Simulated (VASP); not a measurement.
Level of theory: AM05 GGA, VASP's PBE PAW potentials (set 64) (plane waves; VASP).

A VASP calculation is set up with these files.

### INCAR
```
ALGO = Normal
EDIFF = 1E-7
ENCUT = 520
GGA = AM
ICHARG = 11
ISMEAR = 0
LASPH = T
LCHARG = F
LMAXMIX = 4
LORBIT = 11
LREAL = F
LWAVE = F
NELM = 100
PREC = Accurate
SIGMA = 0.05
SYSTEM = CsBr
```

KPOINTS:
```
k-points along high-symmetry lines
15
Line-mode
Reciprocal
  0.000000   0.000000   0.000000 ! GAMMA
  0.000000   0.500000   0.000000 ! X

  0.000000   0.500000   0.000000 ! X
  0.500000   0.500000   0.000000 ! M

  0.500000   0.500000   0.000000 ! M
  0.000000   0.000000   0.000000 ! GAMMA

  0.000000   0.000000   0.000000 ! GAMMA
  0.500000   0.500000   0.500000 ! R

  0.500000   0.500000   0.500000 ! R
  0.000000   0.500000   0.000000 ! X

  0.500000   0.500000   0.500000 ! R
  0.500000   0.500000   0.000000 ! M
```

### POSCAR
```
CsBr
1
    4.3414187063     0.0000000000     0.0000000000
    0.0000000000     4.3414187063     0.0000000000
    0.0000000000     0.0000000000     4.3414187063
Cs Br
1 1
Direct
  0.0000000000   0.0000000000   0.0000000000
  0.5000000000   0.5000000000   0.5000000000
```

POTCAR, in this order: Cs_sv Br (PBE.64 set). Program: vasp_std. Read from the step before: CHGCAR.

What VASP printed:

OSZICAR:
```
       N       E                     dE             d eps       ncg     rms          rms(c)
DAV:   1     0.938281605588E+02    0.93828E+02   -0.65777E+03  2160   0.112E+03
DAV:   2     0.159884790815E+01   -0.92229E+02   -0.86426E+02  3140   0.179E+02
DAV:   3    -0.587865368550E+01   -0.74775E+01   -0.74481E+01  2668   0.579E+01
DAV:   4    -0.596225840598E+01   -0.83605E-01   -0.83549E-01  2564   0.706E+00
DAV:   5    -0.596307764084E+01   -0.81923E-03   -0.81916E-03  2648   0.675E-01
DAV:   6    -0.596309431587E+01   -0.16675E-04   -0.16674E-04  2620   0.872E-02
DAV:   7    -0.596309481067E+01   -0.49480E-06   -0.49480E-06  2660   0.125E-02
DAV:   8    -0.596309482652E+01   -0.15850E-07   -0.15858E-07  2312   0.207E-03
   1 F= -.59630948E+01 E0= -.59630948E+01  d E =-.201645E-16
```

### OUTCAR
```
 val. band max:       -0.4914426197   @ k =   0.5000   0.5000   0.0000

 cond. band min:       3.8610649898   @ k =   0.0000   0.0000   0.0000



 k-point     1 :       0.0000    0.0000    0.0000
  band No.  band energies     occupation
      1     -20.3731      2.00000
      2     -12.8127      2.00000
      3      -6.9517      2.00000
      4      -6.9517      2.00000
      5      -6.9517      2.00000
      6      -0.5055      2.00000
      7      -0.5055      2.00000
      8      -0.5055      2.00000
      9       3.8611      0.00000
     10       4.4649      0.00000
     11       4.4649      0.00000
     12       8.5055      0.00000

 k-point     2 :       0.0000    0.0357    0.0000
  band No.  band energies     occupation
      1     -20.3725      2.00000
      2     -12.8127      2.00000
      3      -6.9567      2.00000
      4      -6.9506      2.00000
      5      -6.9506      2.00000
      6      -0.5268      2.00000
      7      -0.5077      2.00000
      8      -0.5077      2.00000
      9       3.8933      0.00000
     10       4.4730      0.00000
     11       4.4930      0.00000
     12       8.5050      0.00000

 k-point     3 :       0.0000    0.0714    0.0000
  band No.  band energies     occupation
      1     -20.3708      2.00000
      2     -12.8130      2.00000
      3      -6.9713      2.00000
      4      -6.9473      2.00000
      5      -6.9473      2.00000
      6      -0.5882      2.00000
      7      -0.5141      2.00000
      8      -0.5141      2.00000
      9       3.9877      0.00000
     10       4.4971      0.00000
     11       4.5761      0.00000
     12       8.4858      0.00000

 k-point     4 :       0.0000    0.1071    0.0000
  band No.  band energies     occupation
      1     -20.3682      2.00000
      2     -12.8133      2.00000
      3      -6.9945      2.00000
      4      -6.9420      2.00000
      5      -6.9420      2.00000
      6      -0.6828      2.00000
      7      -0.5245      2.00000
...
```

The density is held fixed in this step, so its total energy and stress have no physical meaning. Unless said otherwise, spin-orbit coupling is left out, though it shifts the bands of the heavy elements here.

The compound is CsBr in the CsCl type structure. It was relaxed first.
